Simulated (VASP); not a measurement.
# TaN: optical spectrum with PBE

Crystal: TaN.

```
Ta N
1.0
     5.19600    0.00000    0.00000
    -2.59800    4.49987    0.00000
     0.00000    0.00000    2.91100
Ta N
3 3
Direct
  0.00000 0.00000 0.00000
  0.66667 0.33333 0.50000
  0.33333 0.66667 0.50000
  0.00000 0.39285 0.00000
  0.60715 0.60715 0.00000
  0.39285 0.00000 0.00000
```

```yaml
Program: VASP 6.6.1
Task: optical spectrum
Functional: PBE
Potentials_or_basis: VASP PAW PBE potentials, release 64 (Ta_pv, N)
Cutoff: 520 eV
k_mesh: 6 × 6 × 9
Occupations: gaussian, width 0.02 eV
Spin: no spin polarisation
Further_INCAR_settings: ALGO = Normal; EDIFF = 1e-06; NBANDS = 72
```

```
Pressure               : 5.7 GPa
Largest force          : 0.059 eV/Å
Band gap on the k mesh : none (metal or under the smearing width)
```

Forces in eV/Å, atoms in the order of the input:
```
Ta   0.000  0.000  0.000
Ta   0.000  0.000  0.000
Ta   0.000  0.000  0.000
N   -0.030  0.051  0.000
N   -0.030 -0.051  0.000
N    0.059  0.000  0.000
```

Stress tensor (GPa, compression positive):
```
5.76 0.00 0.00
0.00 5.76 0.00
0.00 0.00 5.48
```

Levels at points of the mesh, in eV from the Fermi level:
```
           k point  band 20  band 21  band 22  band 23  band 24  band 25  band 26  band 27  band 28  band 29
(0.00, 0.00, 0.00)    -4.99    -4.24    -3.31    -1.89    -0.89    -0.89     0.62     0.62     1.86     1.94
(0.50, 0.00, 0.00)    -4.58    -3.87    -3.85    -2.82    -2.60     1.23     1.84     1.95     2.44     2.46
```

Dielectric function (mean over the directions given):
```csv
energy (eV),real part,imaginary part
0.25,26.29,0.40
0.93,37.13,5.72
1.60,4.40,19.23
2.28,8.95,21.04
2.96,10.70,13.56
3.63,2.97,16.38
4.31,1.73,10.39
4.98,3.47,8.04
5.66,4.66,11.60
6.33,3.33,10.53
7.01,0.59,9.60
7.68,0.40,8.84
8.36,-0.30,7.82
9.03,-0.73,7.59
9.71,-1.95,7.58
10.38,-3.11,5.72
11.06,-2.99,4.32
11.74,-3.02,3.70
12.41,-2.48,2.27
13.09,-1.92,1.84
13.76,-1.13,1.36
14.44,-0.98,1.41
15.11,-0.59,1.31
15.79,-0.20,1.73
16.46,-0.42,1.33
17.14,-0.07,1.27
17.81,-0.09,1.32
18.49,-0.01,1.20
19.17,0.01,1.28
19.93,0.08,1.29
```

Wall time 3.2 min on 1 thread of Intel(R) Xeon(R) Platinum 8259CL CPU @ 2.50GHz (Skylake/Cascade Lake) (shared host), peak memory 0.36 GiB.

Caveat: spectra need much finer meshes, so this one isn't converged; independent-particle spectra lack excitons; the intraband (Drude) part of a metal's response may be missing. The run has no spin-orbit coupling, so splittings on Ta are missing.
